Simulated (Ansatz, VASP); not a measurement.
One calculation of Mg, two programs

```
Mg
1.0
     3.20930    0.00000    0.00000
    -1.60465    2.77934    0.00000
     0.00000    0.00000    5.21030
Mg
2
Direct
  0.66667 0.33333 0.75000
  0.33333 0.66667 0.25000
```

Alike in both runs: task single point; functional PBE; k mesh 10 × 10 × 5; occupations gaussian, width 0.02 eV; no spin polarisation.

```csv
,VASP,Ansatz
version,VASP 6.6.1,Ansatz 0.2.0
potentials or method,"VASP PAW PBE potentials, release 64 (Mg), cutoff 520 eV","all-electron LAPW, scalar-relativistic"
```

VASP gave:

- gap on the k mesh at the Fermi level (eV): none
- pressure (GPa): -0.6
- largest component of the traceless stress (GPa): 0.48

Problem. Estimate Ansatz's values.

Solution. gap on the k mesh at the Fermi level (eV): none; pressure (GPa): -0.5; largest component of the traceless stress (GPa): 0.47.

A gap of «none» marks a metal or a gap that the smearing closes. Ansatz ran all-electron here, so the differences hold the error of VASP's frozen core and of both bases.
